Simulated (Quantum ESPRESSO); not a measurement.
AgCl (Chlorargyrite):

```xyz
2
Lattice="0.0000 2.7350 2.7350 2.7350 0.0000 2.7350 2.7350 2.7350 0.0000" Properties=species:S:1:pos:R:3 pbc="T T T"
Ag    0.0000    0.0000    0.0000
Cl    2.7350    2.7350    2.7350
```

| Quantity | Value |
| --- | --- |
| Program | Quantum ESPRESSO 7.5 |
| Task | phonons |
| Functional | PBEsol |
| Potentials or basis | GBRV 1.5 PBEsol |
| Cutoff | 612 eV |
| Density cutoff | 4898 eV |
| k mesh | 6 × 6 × 6, shifted |
| Occupations | fermi-dirac, width 0.05 eV |
| Spin | no spin polarisation |
| Mixing beta | 0.5 |
| Most SCF iterations | 120 |
| SCF threshold | 4e-10 Ry |

The cell and the atoms were relaxed first, to 20.08 Å³/atom (a = 3.844 Å, b = 3.844 Å, c = 3.844 Å, α = 60.00°, β = 60.00°, γ = 60.00°), and the response was taken there.

The first run showed a gap, so the response started from a second, tighter run with fixed occupations.

How polar is the lattice: what are the Born charges, the two dielectric constants and the LO-TO splitting?

Born charges ±1.42 e; dielectric constants 5.52 (electrons alone) and 11.92 (static); transverse and longitudinal modes at 120 and 177 cm⁻¹.
